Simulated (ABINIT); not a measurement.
# WC (Qusongite) (P-6m2) in ABINIT: convergence with k mesh

Aim: find how far k mesh must go before the results for WC (Qusongite) settle, at RPBE. This setting moves, with any that are tied to it; all else stays.

All numbers are computed with ABINIT 10.8.3 (patched build); they aren't measurements. Logs are shortened: lines on timing, memory, paths and dates and some standing lists are left out, and cuts for length are marked. The log counts tension as positive stress, the text compression.

## Step 1: The crystal as given

It takes space group P-6m2 (No. 187, hexagonal). The conventional cell has a = 2.907 Å, b = 2.907 Å, c = 2.837 Å, α = 90.00°, β = 90.00°, γ = 120.00°. W (site symmetry -6m2) has 6 C at 2.20 Å as nearest neighbours. Around C (site symmetry -6m2) lie 6 W at 2.20 Å.

## Step 2: With k mesh 2 × 2 × 2

Contents of run.abi:

```
# Pseudopotentials
pp_dirpath "./"
pseudos "W.GGA_PBE-JTH.xml, C.GGA_PBE-JTH.xml"

# Structure
acell 3*1.0
rprim
     5.4924889812     0.0000000000     0.0000000000
    -2.7462444906     4.7566349877     0.0000000000
     0.0000000000     0.0000000000     5.3603971251
ntypat 2
znucl 74 6
natom 2
typat 1 2
xred
     0.0000000000     0.0000000000     0.0000000000
     0.6666666667     0.3333333333     0.5000000000

# Plane-wave basis
ecut 19.0
pawecutdg 38.0
pawxcdev 0

# k points
kptopt 1
ngkpt 2 2 2
nshiftk 1
shiftk 0.0 0.0 0.0

# Exchange and correlation
ixc 15

# Bands and occupations
nband 13
occopt 4
tsmear 0.00183747

# SCF cycle
nstep 100
tolvrs 1.0e-9

# Output
iomode 3
prtwf 0
prtden 0
prteig 0
prtebands 0
enunit 1
```

Potentials or basis: JTH PAW PBE v2.0.

Command:

```sh
> abinit run.abi > log 2>&1
```

run.abo:

```text
.Version 10.8.3 of ABINIT
 Symmetries : space group P-6 m 2 (#187); Bravais hP (primitive hexag.)
================================================================================
 Values of the parameters that define the memory need of the present run
     intxc =       0    ionmov =       0      iscf =      17    lmnmax =      18
     lnmax =       6     mgfft =      24  mpssoang =       3    mqgrid =    3001
     natom =       2  nloc_mem =       2    nspden =       1   nspinor =       1
    nsppol =       1      nsym =      12    n1xccc =       1    ntypat =       2
    occopt =       4   xclevel =       2
       mpw =         281          nfft =       13824          nkpt =           4
 PAW method is used; the additional fine FFT grid is defined by:
   mgfftf=        32    nfftf =     30720
================================================================================
================================================================================

--------------------------------------------------------------------------------
------------- Echo of variables that govern the present computation ------------
--------------------------------------------------------------------------------
 -outvars: echo values of preprocessed input variables --------
            acell      1.0000000000E+00  1.0000000000E+00  1.0000000000E+00 Bohr
              amu      1.83850000E+02  1.20110000E+01
             ecut      1.90000000E+01 Hartree
           enunit           1
              ixc          15
         kptrlatt        2    0    0      0    2    0      0    0    2
          kptrlen      1.07207943E+01
            natom           2
            nband          13
            ngfft          24      24      24
          ngfftdg          32      32      30
             nkpt           4
            nstep         100
             nsym          12
           ntypat           2
           occopt           4
        pawecutdg      3.80000000E+01 Hartree
         pawxcdev           0
           prtden           0
        prtebands           0
           prteig           0
[... 194 lines left out ...]
psp_core            :  6.61248883072316E+00
local_psp           : -3.05962865657720E+01
PAW spherical_terms :  4.42912020214843E+00
internal            : -7.46466487969565E+01
'-kT*entropy'       : -8.66363299855756E-05
total_energy        : -7.46467354332865E+01
total_energy_eV     : -2.03124114987672E+03
...

--- !EnergyTermsDC
iteration_state     : {dtset: 1, }
comment             : '"Double-counting" decomposition of free energy'
band_energy         : -9.15375332370451E+00
Ewald energy        : -6.60113243272677E+01
psp_core            :  6.61248883072316E+00
xc_dc               : -1.40206941967417E+01
PAW spherical_terms :  7.92663888035020E+00
internal            : -7.46466441366406E+01
'-kT*entropy'       : -8.66363299855756E-05
total_energy_dc     : -7.46467307729706E+01
total_energy_dc_eV  : -2.03124102306306E+03
...

--- !EnergyTermsWithPAWCore
iteration_state     : {dtset: 1, }
comment             : 'Components of total free energy, including PAW core contributions'
Total energy        : -1.61815262910138E+04
Total energy DC     : -1.61815262863535E+04
Total energy (eV)   : -4.40321761954272E+05
Total energy DC (eV): -4.40321761827459E+05
...

 Cartesian components of stress tensor (hartree/bohr^3)
  sigma(1 1)= -8.55237810E-04  sigma(3 2)=  0.00000000E+00
  sigma(2 2)= -8.55237810E-04  sigma(3 1)=  0.00000000E+00
  sigma(3 3)=  1.27840493E-04  sigma(2 1)=  0.00000000E+00

-Cartesian components of stress tensor (GPa)         [Pressure=  1.5521E+01 GPa]
- sigma(1 1)= -2.51619651E+01  sigma(3 2)=  0.00000000E+00
- sigma(2 2)= -2.51619651E+01  sigma(3 1)=  0.00000000E+00
- sigma(3 3)=  3.76119715E+00  sigma(2 1)=  0.00000000E+00

== END DATASET(S) ==============================================================
================================================================================

 -outvars: echo values of variables after computation  --------
            acell      1.0000000000E+00  1.0000000000E+00  1.0000000000E+00 Bohr
           etotal     -7.4646730773E+01
            fcart      7.8438616296E-28 -4.5286556233E-28 -0.0000000000E+00
                      -7.8438616296E-28  4.5286556233E-28 -0.0000000000E+00
            rprim      5.4924889812E+00  0.0000000000E+00  0.0000000000E+00
                      -2.7462444906E+00  4.7566349877E+00  0.0000000000E+00
                       0.0000000000E+00  0.0000000000E+00  5.3603971251E+00
           strten     -8.5523781034E-04 -8.5523780985E-04  1.2784049253E-04
                       0.0000000000E+00  0.0000000000E+00  0.0000000000E+00
           xangst      0.0000000000E+00  0.0000000000E+00  0.0000000000E+00
                       1.4532499990E+00  8.3903427812E-01  1.4182999990E+00
             xred      0.0000000000E+00  0.0000000000E+00  0.0000000000E+00
                       6.6666666667E-01  3.3333333333E-01  5.0000000000E-01
 Calculation completed.
```

Wall time 5.6 s (1 thread of Arm Neoverse V2, shared host); peak memory 0.08 GiB.

Results:

```
Free energy                                           : -2031.2410 eV
Pressure                                              : 15.5 GPa
Band gap on the k mesh                                : none (metal or under the smearing width)
Valence electrons inside the program's atomic spheres : W 11.82; C 2.52
```

## Step 3: With k mesh 3 × 3 × 3

Edit run.abi of step 2 so:

```diff
@@ -25,3 +25,3 @@
 kptopt 1
-ngkpt 2 2 2
+ngkpt 3 3 3
 nshiftk 1
```

Potentials or basis: JTH PAW PBE v2.0.

Command:

```sh
> abinit run.abi > log 2>&1
```

Run time: 4.5 s. Hardware: 1 thread of Arm Neoverse V2, shared host; peak memory 0.09 GiB.

Results (log left out):

```yaml
Free_energy: -2031.8392 eV
Pressure: 15.6 GPa
Band_gap_on_the_k_mesh: none (metal or under the smearing width)
Valence_electrons_inside_the_program's_atomic_spheres: W 11.86; C 2.48
```

## Step 4: With k mesh 4 × 4 × 4

Edit run.abi of step 3 so:

```diff
@@ -25,3 +25,3 @@
 kptopt 1
-ngkpt 3 3 3
+ngkpt 4 4 4
 nshiftk 1
```

Command:

```sh
> abinit run.abi > log 2>&1
```

Run time: 5.2 s. Hardware: 1 thread of Arm Neoverse V2, shared host; peak memory 0.09 GiB.

The run converged. Its results:

- Free energy: -2032.0884 eV
- Pressure: 11.3 GPa
- Band gap on the k mesh: none (metal or under the smearing width)
- Valence electrons inside the program's atomic spheres: W 11.86; C 2.48

## Step 5: With k mesh 6 × 6 × 5

Edit run.abi of step 4 so:

```diff
@@ -25,3 +25,3 @@
 kptopt 1
-ngkpt 4 4 4
+ngkpt 6 6 5
 nshiftk 1
```

Command:

```sh
> abinit run.abi > log 2>&1
```

It took 7.4 s on 1 thread of Arm Neoverse V2, shared host; peak memory 0.09 GiB.

It converged, with:

| Property | Result |
| --- | --- |
| Free energy | -2032.1405 eV |
| Pressure | 10.9 GPa |
| Band gap on the k mesh | none (metal or under the smearing width) |
| Valence electrons inside the program's atomic spheres | W 11.86; C 2.48 |

## Step 6: With k mesh 8 × 8 × 7

Edit run.abi of step 5 so:

```diff
@@ -25,3 +25,3 @@
 kptopt 1
-ngkpt 6 6 5
+ngkpt 8 8 7
 nshiftk 1
```

Potentials or basis: JTH PAW PBE v2.0.

Command:

```sh
> abinit run.abi > log 2>&1
```

Run time: 9.9 s. Hardware: 1 thread of Arm Neoverse V2, shared host; peak memory 0.09 GiB.

Results (log left out):

```
Free energy                                           : -2032.1511 eV
Pressure                                              : 10.5 GPa
Band gap on the k mesh                                : none (metal or under the smearing width)
Valence electrons inside the program's atomic spheres : W 11.87; C 2.48
```

## Step 7: With k mesh 9 × 9 × 8

Edit run.abi of step 6 so:

```diff
@@ -25,3 +25,3 @@
 kptopt 1
-ngkpt 8 8 7
+ngkpt 9 9 8
 nshiftk 1
```

Command:

```sh
> abinit run.abi > log 2>&1
```

It took 14 s on 1 thread of Arm Neoverse V2, shared host; peak memory 0.1 GiB.

It converged, with:

```yaml
Free_energy: -2032.1469 eV
Pressure: 10.7 GPa
Band_gap_on_the_k_mesh: none (metal or under the smearing width)
Valence_electrons_inside_the_program's_atomic_spheres: W 11.87; C 2.48
```

## Step 8: With k mesh 10 × 10 × 9

Edit run.abi of step 7 so:

```diff
@@ -25,3 +25,3 @@
 kptopt 1
-ngkpt 9 9 8
+ngkpt 10 10 9
 nshiftk 1
```

Command:

```sh
> abinit run.abi > log 2>&1
```

It took 16 s on 1 thread of Arm Neoverse V2, shared host; peak memory 0.1 GiB.

Results (log left out):

* Free energy: -2032.1511 eV
* Pressure: 10.6 GPa
* Band gap on the k mesh: none (metal or under the smearing width)
* Valence electrons inside the program's atomic spheres: W 11.87; C 2.48

## Step 9: With k mesh 12 × 12 × 11

Edit run.abi of step 8 so:

```diff
@@ -25,3 +25,3 @@
 kptopt 1
-ngkpt 10 10 9
+ngkpt 12 12 11
 nshiftk 1
```

Potentials or basis: JTH PAW PBE v2.0.

Command:

```sh
> abinit run.abi > log 2>&1
```

Wall time 24 s (1 thread of Arm Neoverse V2, shared host); peak memory 0.11 GiB.

It converged, with:

- Free energy: -2032.1505 eV
- Pressure: 10.7 GPa
- Band gap on the k mesh: none (metal or under the smearing width)
- Valence electrons inside the program's atomic spheres: W 11.86; C 2.48

## Step 10: With k mesh 15 × 15 × 14

Edit run.abi of step 9 so:

```diff
@@ -25,3 +25,3 @@
 kptopt 1
-ngkpt 12 12 11
+ngkpt 15 15 14
 nshiftk 1
```

Command:

```sh
> abinit run.abi > log 2>&1
```

Wall time 46 s (1 thread of Arm Neoverse V2, shared host); peak memory 0.14 GiB.

It converged, with:

```
Free energy                                           : -2032.1479 eV
Pressure                                              : 10.5 GPa
Band gap on the k mesh                                : none (metal or under the smearing width)
Valence electrons inside the program's atomic spheres : W 11.87; C 2.48
```

## Step 11: The series at a glance

```
      k mesh  energy less the tightest run (meV/atom)  pressure (GPa)  SCF cycles  CPU time (s)  peak memory (GiB)
   2 × 2 × 2                                   453.45           15.52          23           5.6               0.08
   3 × 3 × 3                                   154.36           15.64          14           4.5               0.09
   4 × 4 × 4                                    29.74           11.26          13           5.2               0.09
   6 × 6 × 5                                     3.71           10.93          14           7.4               0.09
   8 × 8 × 7                                    -1.57           10.48          12           9.9               0.09
   9 × 9 × 8                                     0.52           10.68          13            14                0.1
 10 × 10 × 9                                    -1.59           10.59          13            16                0.1
12 × 12 × 11                                    -1.27           10.67          13            24               0.11
15 × 15 × 14                                     0.00           10.49          14            46               0.14
```

Not settled before the last step: the energy (to 1 meV/atom), the pressure (to 0.1 GPa). Meshes of other sizes hit other points, so gaps and Fermi surfaces needn't settle smoothly. The tightest run that finished is the yardstick and may itself not be fully converged.

Caveats: the PAW data sets were made with another functional, which shifts forces and pressure a little.
